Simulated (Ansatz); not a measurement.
# Relaxation of ZrSi2, part 2 of 2

Wanted: the geometry at rest of ZrSi2 (a crystal from a database, its volume scaled a little), relaxing cell and atoms at 5 GPa, and its electronic structure there.

Ansatz 0.2.0; DFT, r2SCAN, no spin polarisation, plane waves, PAW. Relaxing cell and atoms at 5 GPa. Earlier steps stand in the parts before.

### Step 3. The log goes on

The log, continued:

```text
relax step   5: F+E_penalty+E_count = -10948.37397075 eV  Δ(F+E_penalty+E_count) = -8.191e-1 eV  max|allowed force component| = 1.884e0 eV/Å  Δτ_max = 0.1913 Å  P = +6.079 GPa  Ω = 94.376 Å³  energy of the carried Pulay correction = +1.053e-3 eV  (6 SCF iters, dr2 threshold 6.00e-7 eV, accepted)
relax step   6: F+E_penalty+E_count = -10949.10703152 eV  Δ(F+E_penalty+E_count) = -7.331e-1 eV  max|allowed force component| = 1.677e0 eV/Å  Δτ_max = 0.1901 Å  P = +4.527 GPa  Ω = 95.260 Å³  energy of the carried Pulay correction = +8.188e-4 eV  (6 SCF iters, dr2 threshold 6.00e-7 eV, accepted)
relax step   7: F+E_penalty+E_count = -10949.87835382 eV  Δ(F+E_penalty+E_count) = -7.713e-1 eV  max|allowed force component| = 1.273e0 eV/Å  Δτ_max = 0.2000 Å  P = +4.074 GPa  Ω = 96.097 Å³  energy of the carried Pulay correction = +5.991e-4 eV  (7 SCF iters, dr2 threshold 6.00e-7 eV, accepted)
relax step   8: F+E_penalty+E_count = -10950.12424110 eV  Δ(F+E_penalty+E_count) = -2.459e-1 eV  max|allowed force component| = 3.446e-1 eV/Å  Δτ_max = 0.1949 Å  P = +7.428 GPa  Ω = 95.142 Å³  energy of the carried Pulay correction = +8.499e-4 eV  (6 SCF iters, dr2 threshold 6.00e-7 eV, accepted)
relax step   9: F+E_penalty+E_count = -10950.25329092 eV  Δ(F+E_penalty+E_count) = -1.290e-1 eV  max|allowed force component| = 6.291e-1 eV/Å  Δτ_max = 0.0101 Å  P = +3.539 GPa  Ω = 98.105 Å³  energy of the carried Pulay correction = +7.937e-5 eV  (6 SCF iters, dr2 threshold 6.00e-7 eV, accepted)
relax step  10: F+E_penalty+E_count = -10950.24494325 eV  Δ(F+E_penalty+E_count) = +8.348e-3 eV  max|allowed force component| = 2.393e-1 eV/Å  Δτ_max = 0.0442 Å  P = +5.593 GPa  Ω = 96.751 Å³  energy of the carried Pulay correction = +4.285e-4 eV  (6 SCF iters, dr2 threshold 6.00e-7 eV, accepted)
relax step  11: F+E_penalty+E_count = -10950.25741979 eV  Δ(F+E_penalty+E_count) = -1.248e-2 eV  max|allowed force component| = 1.218e-2 eV/Å  Δτ_max = 0.0161 Å  P = +5.029 GPa  Ω = 96.950 Å³  energy of the carried Pulay correction = +3.771e-4 eV  (6 SCF iters, dr2 threshold 6.00e-7 eV, accepted)
relax step  12: F+E_penalty+E_count = -10950.25853097 eV  Δ(F+E_penalty+E_count) = -1.111e-3 eV  max|allowed force component| = 2.677e-3 eV/Å  Δτ_max = 0.0019 Å  P = +4.991 GPa  Ω = 96.984 Å³  energy of the carried Pulay correction = +3.681e-4 eV  (5 SCF iters, dr2 threshold 1.40e-8 eV, accepted)
Initial wavefunctions: pseudopotential atomic-orbital guess (no wavefunctions were taken with the density)
iter 1 solved again at ethr=1.46e-7 eV; its pass at ethr=3.10e-3 eV (dr2=5.82e-5 eV) is discarded
SCF iter   1: F=-10950.257981 eV  HF=-10950.257980 eV  |F-HF|=5.61e-7  |Δ(HF+E_count)|=         —  Δρ=3.72e-5  dr2=1.38e-7  dr2_τ=1.45e-6  ethr=1.46e-7  ⟨swp⟩=3.1  Hψ=8465  notcnv=0
preconditioner: auto → Kerker (q_TF=auto, 2.354 Å⁻¹)  [metal: Δε(μ)=0.090 eV  Ē_g=7.235 eV  σ=0.100 eV  W_gap=0.21  n_scr=18 (ndim 8)  ℏωp=18.5 eV  f_vac=0.000  D(μ)=1.12/eV (n_scr^D=2)]
SCF iter   2: F=-10950.258113 eV  HF=-10950.258113 eV  |F-HF|=1.05e-7  |Δ(HF+E_count)|=   1.32e-4  Δρ=1.94e-5  dr2=3.82e-8  dr2_τ=6.13e-8  ethr=3.45e-10  ⟨swp⟩=2.0  Hψ=1800  notcnv=0
SCF iter   3: F=-10950.258113 eV  HF=-10950.258113 eV  |F-HF|=2.22e-10  |Δ(HF+E_count)|=   1.10e-7  Δρ=1.16e-6  dr2=8.59e-10  dr2_τ=3.73e-10  ethr=9.54e-11  ⟨swp⟩=2.0  Hψ=1722  notcnv=0
SCF iter   4: F=-10950.258113 eV  HF=-10950.258113 eV  |F-HF|=3.64e-11  |Δ(HF+E_count)|=  5.89e-10  Δρ=3.19e-7  dr2=2.09e-10  dr2_τ=7.10e-12  ethr=2.15e-12  ⟨swp⟩=2.9  Hψ=1870  notcnv=0
SCF iter   5: F=-10950.258113 eV  HF=-10950.258113 eV  |F-HF|=5.46e-12  |Δ(HF+E_count)|=  6.91e-11  Δρ=8.20e-8  dr2=1.32e-11  dr2_τ=4.64e-13  ethr=1.00e-12  ⟨swp⟩=7.0  Hψ=5269  notcnv=0
SCF 13 converged in 5 iterations: F = -10950.258113 eV  dr2 = 1.32e-11
relax step  13: F+E_penalty+E_count = -10950.25811286 eV  Δ(F+E_penalty+E_count) = +4.181e-4 eV  max|allowed force component| = 2.706e-3 eV/Å  Δτ_max = 0.0000 Å  P = +4.996 GPa  Ω = 96.984 Å³  stress off target by 3.57e-2 GPa  SCF on the basis re-selected at this cell (its energy is not comparable with the rows above)  (5 SCF iters)
basis re-selected at this cell: Δ(F+E_penalty+E_count) = +4.181e-4 eV, ΔP = +0.005 GPa vs the last step (what re-selecting the basis moved, of the pressure what is left beyond the Pulay correction that the steps carried, after the strain that the cell walked since its last selection, with what the two solves' SCF thresholds leave and, on support functions, any second-order correction that the steps lacked; it is no measure of the basis error at this ecutwfc). This SCF's stress stands 3.57e-2 GPa from its target on what of the cell is left free (relax.cell.stress_tol is 5.00e-2 GPa) and its largest allowed force component is 2.71e-3 eV/Å (relax.f_tol is 3.00e-2 eV/Å): within both
SCF converged after 5 iterations
Free energy (F): -10950.258113 eV
Harris-Foulkes:  -10950.258113 eV  (|F-HF|=5.46e-12)
Internal energy: -10950.219308 eV  (E = F + TS)
E sigma→0 (E₀):  -10950.238710 eV
Entropy (-TS):   -0.038805 eV (-6.467 meV/atom)
Fermi energy:    13.263113 eV
--- Per-component energies (eV) ---
  E_band       = -128.721364
  E_kinetic    = 840.557263
  E_local      = -1487.996327  (includes V_loc(G=0)·N_el)
  E_nonlocal   = 257.599055
  E_hartree    = 515.927692
  E_xc         = -524.832026
  E_vxc        = -632.367280  (∫ρ·V_xc dr)
  E_paw        = -8019.808123  (= ΣΔE_a)
  E_vpaw       = -171.618180  (= ΣTr[D̂ρ^β])
  E_aug_tail   = 0.000039  (compensation charges beyond the density's cutoff)
  E_vtau       = 33.248664  (kinetic-family band-sum trace: ∫τ·v_τ [+ j·A + Jᵃ·Aᵃ] dr)
  E_ewald      = -2531.031666
  E_core_change = -0.635215  (= ΣΔE_core)
  E_smearing   = -0.038805  (= −TS)
  E_closure    = 0.000000  (closes the sum)
  Σ components = -10950.258113   (vs F -10950.258113, Δ=0.00e0)
--- Forces (eV/Å), atoms counted from 1 ---
  atom   1  Zr     0.00000000    -0.00270557     0.00000000
  atom   2  Zr     0.00000000     0.00270557     0.00000000
  atom   3  Si     0.00000000     0.00163473     0.00000000
  atom   4  Si     0.00000000    -0.00163473     0.00000000
  atom   5  Si     0.00000000    -0.00170804     0.00000000
  atom   6  Si     0.00000000     0.00170804     0.00000000
  max |Σ_I F_I| component: 2.17e-19 eV/Å
--- Stress (GPa, compression-positive) ---
        4.964327       0.000000       0.000000
        0.000000       4.990207       0.000000
        0.000000       0.000000       5.033132
  P = ⅓ Tr σ = 4.9959 GPa (49.959 kbar)
--- Band table (eV; the first three rows and the last of 39) ---
  k-point 0: bands = ["-37.1645", "-37.1481", "-14.7650", "-14.5850", "-14.5596", "-14.5562", "-14.5286", "-14.4820", "0.1618", "2.0342", "4.8030", "9.4372", "9.9113", "10.0549", "10.1446", "10.5108", "10.6390", "10.6552", "10.6997", "13.3535", "14.4185", "14.7876", "14.8073", "14.9879", "15.4941", "15.7524"]
  k-point 1: bands = ["-37.1584", "-37.1451", "-14.7427", "-14.6240", "-14.5742", "-14.5591", "-14.5509", "-14.5480", "0.6804", "2.3990", "5.3080", "7.3143", "7.7806", "10.2785", "10.4168", "10.5120", "10.7144", "10.9817", "12.1158", "12.9282", "13.5323", "13.9559", "14.6123", "15.2950", "16.1849", "16.2986"]
  k-point 2: bands = ["-37.1470", "-37.1419", "-14.7456", "-14.7400", "-14.6255", "-14.5807", "-14.5539", "-14.5449", "2.1449", "3.4872", "4.3438", "5.2692", "7.1280", "9.0775", "10.4703", "10.6329", "11.1027", "11.1197", "12.5416", "12.9668", "13.5645", "13.6736", "14.7919", "15.2810", "15.3802", "16.0445"]
  k-point 38: bands = ["-37.1468", "-37.1420", "-14.7525", "-14.7479", "-14.6115", "-14.5794", "-14.5544", "-14.5444", "2.6321", "2.7182", "4.7272", "4.7469", "8.3911", "9.3275", "10.0937", "10.5823", "10.6254", "11.1102", "11.4272", "12.6458", "13.0641", "14.2404", "15.4528", "15.4986", "15.8683", "16.0644"]
--- Relaxed structure (12 steps of the walk, 12 accepted, 1 SCFs on fresh bases) ---
  F+E_penalty+E_count = -10950.25811286 eV   max|allowed force component| = 2.706e-3 eV/Å   (the final SCF, on the basis selected at the relaxed cell)
  cell:  # Å, volume = 96.9843 Å³
    - [1.8331754421752844, 7.294886828467475, 0.0]
    - [1.8331754421752844, -7.294886828467475, 0.0]
    - [0.0, 0.0, -3.6261759174727106]
  atoms:
    - { symbol: Zr, position: [0.10509835548864149, 0.8949016445113585, 0.7499999999999999] }
    - { symbol: Zr, position: [0.8949016445113585, 0.10509835548864149, 0.24999999999999997] }
    - { symbol: Si, position: [0.7498057405309907, 0.2501942594690092, 0.7499999999999999] }
    - { symbol: Si, position: [0.2501942594690092, 0.7498057405309907, 0.24999999999999997] }
    - { symbol: Si, position: [0.4472849671418313, 0.5527150328581685, 0.7499999999999999] }
    - { symbol: Si, position: [0.5527150328581685, 0.44728496714183125, 0.24999999999999997] }
--- Löwdin populations: 6 sites ---
  site symbol       q [e]
     0     Zr     11.7959
     1     Zr     11.7959
     2     Si      4.0028
     3     Si      4.0028
     4     Si      4.0460
     5     Si      4.0460
  spilling = 0.007763 (of n_electrons = 40.000000)
--- Bader charges: 6 sites ---
  site symbol  charge [e]  shift [e]
     0     Zr      1.3994     0.0003
     1     Zr      1.3994     0.0003
     2     Si     -0.5474     0.0000
     3     Si     -0.5474     0.0000
     4     Si     -0.8520     0.0003
     5     Si     -0.8520     0.0003
  estimated error of the sums over rays = 9.1e-4 e
```

Run time: 2.9 min. Hardware: 2 threads of an Arm CPU, shared host; peak memory 0.88 GiB.

The steps of the relaxation:

```csv
step,energy from step 1 (eV/cell),largest force component (eV/Å),pressure (GPa),volume (Å³)
1,0.0000,2.7892,12.32,98.42
2,-0.8880,2.2753,8.88,95.97
3,-1.4808,2.1445,12.88,91.51
4,-2.2792,1.9795,9.74,92.25
5,-3.0982,1.8835,6.08,94.38
6,-3.8313,1.6771,4.53,95.26
7,-4.6026,1.2728,4.07,96.10
8,-4.8485,0.3447,7.43,95.14
9,-4.9776,0.6291,3.54,98.10
10,-4.9692,0.2393,5.59,96.75
11,-4.9817,0.0122,5.03,96.95
12,-4.9828,0.0027,4.99,96.98
13,-4.9824,0.0027,5.00,96.98
```

Step 1 is the start. Step 13 repeats the geometry before on a plane-wave basis chosen anew for that cell, so the energy can jump there without any move; the table keeps such jumps.

| input's cell | before | after | change |
| --- | --- | --- | --- |
| a (Å) | 7.505 | 7.522 | +0.2 % |
| b (Å) | 7.505 | 7.522 | +0.2 % |
| c (Å) | 3.654 | 3.626 | -0.8 % |
| γ (°) | 151.43 | 151.79 | +0.36° |
| volume (Å³/atom) | 16.40 | 16.16 | -1.5 % |

The largest move, 1.35 Å, apart from the change of the cell, is shared by several atoms, Si5 among them.

At a target of 5 GPa the walk lowers the enthalpy E + PV, so the energy alone may rise.

### Step 4. States by energy

Counts of states in windows (eV from the Fermi level; tetrahedra), total and projected:

```csv
from,to,total,Si s,Si p,Zr d
-8.0,-7.0,1.55,0.72,0.45,0.29
-7.0,-6.0,0.80,0.30,0.28,0.15
-6.0,-5.0,2.23,0.32,1.32,0.41
-5.0,-4.0,2.32,0.20,1.42,0.54
-4.0,-3.0,3.78,0.19,2.28,1.13
-3.0,-2.0,4.57,0.12,2.35,1.94
-2.0,-1.0,2.52,0.09,1.01,1.33
-1.0,0.0,0.88,0.04,0.32,0.48
0.0,1.0,2.26,0.16,0.68,1.26
1.0,2.0,2.84,0.28,0.80,1.42
```

The bands computed are complete only to about 2.5 eV above the Fermi level.

### Step 5. Charges

Gathered by element (positive charge: electrons given up): Löwdin charges also hold the electrons that the projection spills.

```csv
element,atoms,Bader charge (e),Bader volume (Å³),Löwdin charge (e)
Zr,2,+1.40,13.4,+0.20
Si,4,-0.85 to -0.55,17.4 to 17.8,-0.05 to 0.00
```

Löwdin charges rest on a small set of atomic orbitals that misses 0.8 % of the electrons, so they need not add up to the cell's charge and can differ from Bader's even in sign.

### Step 6. Fields in real space

Maps in the plane spanned by a and b at height 0.250 along c (axes of the input's cell), one cell: a runs left to right (23 points from zero), b bottom to top (23 points), 152° apart. Near the nuclei they are pseudo-fields.

Valence density. Ten steps from '0' (0.05 e/Å³) to '9' (4.10 e/Å³), finer at the low end (step k begins (100^(k/10) - 1)/99 of the way up):
```
22222233444444458998632
22222344444444468875322
32223444334444567643333
32234541244434555433333
32345301454333443334433
23444003543233333444433
33441135432223334444433
34432454322233444454332
44434543222334444454323
44444432223344434543223
44444322233443134432223
44443332334430144321234
44444333344300343211234
44455433444113432112334
45665433443344320012333
68875334444443200122334
99864344445432101223357
99743344554321112233589
98533444443211222335899
96333444332222333358999
63233333322233333589999
32233333233344434799996
22233323344444446999963
```

ELF. Ten even steps from '0' (0.04) to '9' (0.83):
```
44433468865787239999502
44334799535883169983024
53347994238961267511356
53479942269821232115776
44799444599410001367886
46994454996200014689985
58942449973111356799974
78522599742224566799854
76336997433345544799535
65589963233565225896335
67898421235641237962235
78862101246414458621246
87311001455145476200247
52122003552244762001356
13663015642357620002453
69972146645786200013321
99951367778962000122128
79811689999620001221299
79315799996210123212973
95037899853222343129605
60257887533344552297039
02466654455567631893596
14455445776678516977960
```

Atoms within 0.2 Å of the plane, in fractions of a and b: Zr at (0.89, 0.11), Si at (0.25, 0.75), Si at (0.55, 0.45).

At the density minimum on some short contacts:

```csv
contact,length (Å),minimum at (fraction),density (e/Å³),ELF
Si5–Si6,2.378,none clear,–,–
Zr1–Si6,2.689,none clear,–,–
```

```
fraction  Si5–Si6  Zr1–Si6
     0.2     0.25      3.6
     0.3    0.426     1.53
     0.4    0.471    0.487
     0.5    0.463    0.325
     0.6    0.471    0.379
     0.7    0.426    0.446
     0.8     0.25    0.323
```

(Smooth valence density in e/Å³ at fractions of each contact.)

### Step 7. Results

The summary covers parts 1 to 2.

| quantity | value |
| --- | --- |
| moves | 11 |
| largest move | 1.35 Å (Si) |
| space group (0.01 Å), before / after | Cmcm / Cmcm |
| cell | a = 7.522 Å, b = 7.522 Å, c = 3.626 Å, α = 90.00°, β = 90.00°, γ = 151.79° |
| volume | 16.16 Å³/atom (-1.5 %) |
| pressure at the end | 5.00 GPa |
| character | metal |
| density of states, mean within 0.25 eV of the Fermi level | 0.87 per eV per cell |
| Bader charges | Zr +1.40, Si -0.85 to -0.55 e |

**Reading.** The volume shrank by 1.5 %, and the largest move of an atom is 1.35 Å apart from the change of the cell. The run held to 8 symmetry operations, so a lower structure without them is not ruled out. The cell is metallic; within 0.25 eV of the Fermi level the density of states averages 0.87 per eV per cell, mostly Zr d (55 %) and Si p (31 %). By Bader's partition Zr gives up most (+1.40 e) and Si takes most (-0.70 e).

Limits of this run: the k mesh is coarse for a cell without a gap.
